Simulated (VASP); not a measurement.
Input:

```yaml
crystal:
  lattice:
    - [0.00000, 2.52599, 2.52599]
    - [2.52599, 0.00000, 2.52599]
    - [2.52599, 2.52599, 0.00000]
  atoms:
    - { symbol: Li, position: [0.00000, 0.00000, 0.00000] }
    - { symbol: I, position: [0.50000, 0.50000, 0.50000] }
```

Method: PBEsol GGA, VASP's PBE PAW potentials (set 64) (plane waves; VASP 6.6.1). Run with 600 eV cut-off, 8×8×8 Γ-centred mesh, Gaussian smearing of 0.050 eV, potentials Li_sv I.

Q: Estimate the energy per atom (σ→0), pressure.

A: 
```yaml
energy per atom (σ→0): -2.487 eV/atom
pressure: 29.96 GPa
```

The compound is LiI in the rock salt structure. It was relaxed first under an external pressure of 30 GPa.
